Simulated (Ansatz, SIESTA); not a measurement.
Given: the input of a run of Ansatz 0.2.0 on Si2Mo. Atoms were shifted at random by some hundredths of an Å from the given cell, which wasn't relaxed again for these runs. The cell comes from a database or a generator and needn't be the stable form of this composition.

input.yaml

```yaml
crystal:
  lattice:
    - [4.5854715599, 0.0, 0.0]
    - [-2.29273578, 3.9711348592, 0.0]
    - [0.0, 0.0, 6.5797601]
  atoms:
    - { symbol: Mo, position: [0.51437, 0.508672, 0.830883] }
    - { symbol: Mo, position: [-0.000203, 0.512057, 0.169228] }
    - { symbol: Mo, position: [0.501273, -0.011165, 0.500699] }
    - { symbol: Si, position: [0.159299, 0.326528, 0.490466] }
    - { symbol: Si, position: [0.680001, 0.837149, 0.158473] }
    - { symbol: Si, position: [0.833315, 0.168262, 0.834037] }
    - { symbol: Si, position: [0.831339, 0.675271, 0.495928] }
    - { symbol: Si, position: [0.331207, 0.16037, 0.163171] }
    - { symbol: Si, position: [0.159485, 0.83064, 0.833635] }
hamiltonian:
  xc: pbesol
  pseudopotentials: { kind: paw }
kpoints:
  mp_grid: { grid: [7, 7, 4] }
scf:
  occupations: { method: fermi_dirac, width: 0.05 }
output:
  forces: true
  stress: true
  eigenvalues: true
  write_density: true
  write_potential: true
  elf: true
  volumetric_format: npy
```

Potentials or basis: Ansatz PAW.

Command:

```bash
$ ansatz run input.yaml --threads 4 --pin off --max-ram 11264MiB --backend cpu --events-out ev --progress --plain --runs-dir out
```

What does the same run look like in SIESTA 5.4.2? Potentials or basis there: files PseudoDojo sr-pbesol-0.4.1-standard, DZP (energy shift 0.003 Ry; two zetas on semicore shells).

As run (cutoffs and basis follow the program's own potentials, and thresholds, step limits or extra output files can differ):

The input Si2Mo.fdf:

```
SystemName                      Si2Mo
SystemLabel                     Si2Mo
NumberOfSpecies                 2
NumberOfAtoms                   9
%block ChemicalSpeciesLabel
  1  42 Mo
  2  14 Si
%endblock ChemicalSpeciesLabel

LatticeConstant                 1.0 Ang
%block LatticeVectors
     4.5854715599     0.0000000000     0.0000000000
    -2.2927357800     3.9711348592     0.0000000000
     0.0000000000     0.0000000000     6.5797601000
%endblock LatticeVectors
AtomicCoordinatesFormat         Fractional
%block AtomicCoordinatesAndAtomicSpecies
     0.5143700000     0.5086720000     0.8308830000  1  Mo
    -0.0002030000     0.5120570000     0.1692280000  1  Mo
     0.5012730000    -0.0111650000     0.5006990000  1  Mo
     0.1592990000     0.3265280000     0.4904660000  2  Si
     0.6800010000     0.8371490000     0.1584730000  2  Si
     0.8333150000     0.1682620000     0.8340370000  2  Si
     0.8313390000     0.6752710000     0.4959280000  2  Si
     0.3312070000     0.1603700000     0.1631710000  2  Si
     0.1594850000     0.8306400000     0.8336350000  2  Si
%endblock AtomicCoordinatesAndAtomicSpecies

%block kgrid.MonkhorstPack
    7   0   0  0.0
    0   7   0  0.0
    0   0   4  0.0
%endblock kgrid.MonkhorstPack
XC.Functional                   GGA
XC.Authors                      PBEsol
PAO.BasisSize                   DZP
PAO.EnergyShift                 0.003 Ry
Mesh.Cutoff                     800 Ry
OccupationFunction              FD
ElectronicTemperature           0.05 eV
MaxSCFIterations                120
SCF.MustConverge                false
SCF.Mixer.Method                Pulay
SCF.Mixer.Weight                0.25
SCF.Mixer.History               8
SCF.DM.Tolerance                5.0e-05
SCF.H.Tolerance                 1.0e-03 eV
WriteForces                     true
Charge.Mulliken                 end
%block PAO.Basis
  Mo 5
  n=4 0 2
    3.234 0.000
  n=5 0 2
    8.897 0.000
  n=4 1 2
    3.729 0.000
  n=5 1 1
    8.897
  n=4 2 2
    6.735 0.000
%endblock PAO.Basis
```

Potentials or basis: PseudoDojo 0.4 standard (PBEsol files), converted to PSML, two zetas on semicore shells, DZP (energy shift 0.003 Ry; two zetas on semicore shells).

The run is started by

```bash
$ siesta < Si2Mo.fdf > Si2Mo.out 2>&1
```

Both were run:

|  | Ansatz | SIESTA |
| --- | --- | --- |
| Pressure | -0.8 GPa | 0.7 GPa |
| Largest force | 1.361 eV/Å | 1.421 eV/Å |
| Energy over the undisturbed cell | 19.4 meV/atom | 20.5 meV/atom |

Ansatz's pressure holds a Pulay term of +0.03 GPa for its cutoff of 420 eV, which the other run lacks.

Ansatz's potentials were made for PBE.

Where Ansatz's input types no cutoff or centring, it takes its own default and a Γ-centred mesh.

Pressure is positive in compression.
